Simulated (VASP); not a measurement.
Input of a VASP 6.6.1 run:

The input INCAR:

```
PREC = Accurate ; ENCUT = 520
EDIFF = 1E-8 ; ISMEAR = -1
SIGMA = 0.05 ; LREAL = False
LASPH = True ; NELM = 60
ALGO = Fast ; ISIF = 2
LWAVE = False ; LCHARG = False
GGA = PE ; LEFG = True
NBANDS = 13
```

The input KPOINTS:

```
Automatic mesh
0
Gamma
  12 12 12
```

The input POSCAR:

```
Pb
1.0
    0.0493960000      2.4944980000      2.4944980000
    2.4944980000      0.0493960000      2.4944980000
    2.4944980000      2.4944980000      0.0493960000
Pb
1
Direct
    0.0000000000      0.0000000000      0.0000000000
```

Potentials or basis: VASP PAW PBE potentials, release 64 (Pb_d).

Run with:

```bash
$ cat potpaw_PBE.64/Pb_d/POTCAR > POTCAR
$ mpirun -np 1 vasp_std > vasp.out
```

Task: Predict the band gap on the k mesh.

Result: None (metal or under the smearing width).

Task: What does it give for the pressure?

Result: 2.9 GPa.

Electric field gradients, principal values (V/Å²):
| atom | Vxx | Vyy | Vzz |
| --- | --- | --- | --- |
| 1 Pb | 1.304 | 1.304 | -2.608 |

Spin-orbit coupling is left out, which matters for the levels of Pb.
